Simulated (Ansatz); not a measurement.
Structure: WSi2 (P6_222) from a database structure, at its r2SCAN minimum. Around Si lie 5 Si at 2.56–2.67 Å and 5 W at 2.58–2.67 Å; around W lie 10 Si at 2.58–2.67 Å.

Space group P6_222 (No. 180). a = 4.579 Å, b = 4.579 Å, c = 6.610 Å, α = 90.00°, β = 90.00°, γ = 120.00°
```tsv
atom	site	symmetry	x	y	z
Si	6j	..2	0.8364	0.6728	0.5000
W	3d	222	0.0000	0.5000	0.1667
```

The questions ask for values computed with Ansatz 0.2.0 on this geometry. Non-magnetic throughout; all numbers are computed.

Given (6×6×4 mesh): PBE gives an indirect gap of 0.01 eV, from L to M; the least direct gap is 0.68 eV at L. (With 0.02 eV of smearing so small a gap leaves both edges partly filled, and it could close between the points sampled.)

Problem. Estimate the gap with LDA on 6×6×4.

Solution. With LDA the bands overlap by 0.01 eV (counted from 1, band 33 peaks at L and band 34 bottoms out at M): no gap.

Problem. What does PBE+SOC give for the gap (6×6×4 mesh)?

Solution. PBE+SOC gives no gap: the lowest nominally empty band dips 0.01 eV below the top of the last filled one (its bottom at M, the top at L), so the cell is a metal or semimetal at this level.

Problem. What does r2SCAN give for the gap (6×6×4 mesh)?

Solution. r2SCAN gives an indirect gap of 0.13 eV, from L to M; the least direct gap is 0.83 eV at M. The gap differs by +0.12 eV from PBE's.

Problem. How does the gap change from PBE to HSE06 (6×6×2)?

Solution. HSE06 gives an indirect gap of 0.44 eV, from L to M; the least direct gap is 1.14 eV at M. The gap differs by +0.43 eV from PBE's.

Only the levels marked +SOC include spin-orbit coupling.

The meshes of the hybrids are coarse, so their gaps aren't converged to the digits shown.
